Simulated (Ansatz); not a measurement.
# Property card for GaAs

Computed with DFT PBE, scalar-relativistic, plane waves, PAW in Ansatz 0.2.0.

Cutoff 420 eV; k points 12×12×12 on the computed 2-atom cell (Γ-centred); Gaussian smearing, width 0.02 eV; no spin polarisation.

The structure is relaxed at this level of theory with its symmetry kept.

Space group F-43m (No. 216). a = 5.745 Å, b = 5.745 Å, c = 5.745 Å, α = 90.00°, β = 90.00°, γ = 90.00°
| atom | site | symmetry | x | y | z |
| --- | --- | --- | --- | --- | --- |
| Ga | 4a | -43m | 0.0000 | 0.0000 | 0.0000 |
| As | 4d | -43m | 0.2500 | 0.2500 | 0.7500 |

(1) Formation energy from the elements' standard states (uncorrected)?

(2) Kohn–Sham band gap?

(3) Löwdin character of the top 1 eV of the valence band?

(4) Löwdin character of the lowest 1 eV of the conduction band?

(5) Bader charges (e)?

## Answers

(1) -0.352 eV/atom.

(2) 0.16 eV.

(3) As 4p 75 %, Ga 4p 22 %.

(4) Ga 4s 35 %, Ga 4p 21 %, As 4s 21 %, As 4p 20 %.

(5) Ga (1 in the cell) 0.67, As (1 in the cell) -0.67.